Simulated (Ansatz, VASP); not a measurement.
One calculation of BN, two programs

```
CELL_PARAMETERS angstrom
0.00000 0.00000 8.34316
7.53654 -4.35123 0.00000
0.00000 8.70245 0.00000
ATOMIC_POSITIONS crystal
B 0.25000 0.00000 0.16667
B 0.25000 0.50000 0.16667
B 0.25000 0.33333 0.33333
B 0.25000 0.16667 0.50000
B 0.25000 0.00000 0.66667
B 0.25000 0.83333 0.33333
B 0.25000 0.66667 0.50000
B 0.25000 0.50000 0.66667
B 0.25000 0.33333 0.83333
B 0.25000 0.16667 0.00000
B 0.25000 0.83333 0.83333
B 0.25000 0.66667 0.00000
B 0.75000 0.16667 0.16667
B 0.75000 0.66667 0.16667
B 0.75000 0.50000 0.33333
B 0.75000 0.33333 0.50000
B 0.75000 0.16667 0.66667
B 0.75000 0.00000 0.33333
B 0.75000 0.83333 0.50000
B 0.75000 0.66667 0.66667
B 0.75000 0.50000 0.83333
B 0.75000 0.33333 0.00000
B 0.75000 0.00000 0.83333
B 0.75000 0.83333 0.00000
N 0.75000 0.00000 0.16667
N 0.75000 0.50000 0.16667
N 0.75000 0.33333 0.33333
N 0.75000 0.16667 0.50000
N 0.75000 0.00000 0.66667
N 0.75000 0.83333 0.33333
N 0.75000 0.66667 0.50000
N 0.75000 0.50000 0.66667
N 0.75000 0.33333 0.83333
N 0.75000 0.16667 0.00000
N 0.75000 0.83333 0.83333
N 0.75000 0.66667 0.00000
N 0.25000 0.16667 0.16667
N 0.25000 0.66667 0.16667
N 0.25000 0.50000 0.33333
N 0.25000 0.33333 0.50000
N 0.25000 0.16667 0.66667
N 0.25000 0.00000 0.33333
N 0.25000 0.83333 0.50000
N 0.25000 0.66667 0.66667
N 0.25000 0.50000 0.83333
N 0.25000 0.33333 0.00000
N 0.25000 0.00000 0.83333
N 0.25000 0.83333 0.00000
```

Alike in both runs: task single point; functional PBE; k mesh 1 × 1 × 1; occupations gaussian, width 0.01 eV; no spin polarisation.

```csv
,VASP,Ansatz
version,VASP 6.6.1,Ansatz 0.2.0
potentials or method,"VASP PAW PBE potentials, release 64 (B, N)","scalar-relativistic, plane waves, PAW"
plane-wave cutoff (eV),520,420
valence electrons in the cell,192,192
```

|  | VASP | Ansatz | Ansatz less VASP |
| --- | --- | --- | --- |
| gap on the k mesh at the Fermi level (eV) | 4.33 | 4.33 | +0.001 |
| least direct gap on the mesh (eV) | 4.33 | 4.33 | +0.001 |
| pressure (GPa) | 1.0 | 1.0 | -0.05 |
| largest component of the traceless stress (GPa) | 0.70 | 0.52 | -0.173 |

The functional is the same, so the differences come from potentials, cutoffs and numerics.

Caveats: the k mesh is coarse (spacing up to 0.83 Å⁻¹), so the values aren't converged; an odd mesh through Γ misses points on the zone boundary, where band edges often lie; this functional lacks dispersion, which binds the layers, so the pressure and a relaxed spacing across them are unreliable.
